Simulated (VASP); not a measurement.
Here is a VASP 6.6.1 calculation.

Contents of INCAR:

```
SYSTEM = AlCo
  PREC = Accurate
  ENCUT = 600
  EDIFF = 1E-7
  ISMEAR = 1
  SIGMA = 0.1
  LREAL = .FALSE.
  LASPH = .TRUE.
  NELM = 80
  ALGO = Normal
  ISIF = 3
  LWAVE = .FALSE.
  LCHARG = .FALSE.
  GGA = PS
  IBRION = 2
  NSW = 90
  EDIFFG = -0.005
```

KPOINTS

```
Automatic mesh
0
G
  14 14 14
  0 0 0
```

The input POSCAR:

```
AlCo                                    
1.0
    2.8225777720      0.0000000000      0.0000000000
   -0.0000000000      2.8225777720     -0.0000000000
   -0.0000000000     -0.0000000000      2.8225777720
  Al              Co            
     1     1
Direct
     0.0000000000000000    0.0000000000000000    0.0000000000000000
     0.5000000000000000    0.5000000000000000    0.5000000000000000
```

Potentials or basis: VASP PAW PBE potentials, release 64 (Al, Co).

Launch:

```sh
$ cat potpaw_PBE.64/Al/POTCAR potpaw_PBE.64/Co/POTCAR > POTCAR
$ mpirun -np 1 vasp_std > vasp.out
```

Problem. Estimate the band gap on the k mesh.

Solution. None (metal or under the smearing width).

Final structure:
```yaml
crystal:
  lattice:
    - [2.82258, 0.00000, 0.00000]
    - [0.00000, 2.82258, 0.00000]
    - [0.00000, 0.00000, 2.82258]
  atoms:
    - { symbol: Al, position: [0.00000, 0.00000, 0.00000] }
    - { symbol: Co, position: [0.50000, 0.50000, 0.50000] }
```

Caveat: the relaxation stopped at its first step, so nothing moved. Spin polarisation is off, so any magnetic state and its effect on volume and gap are missing.
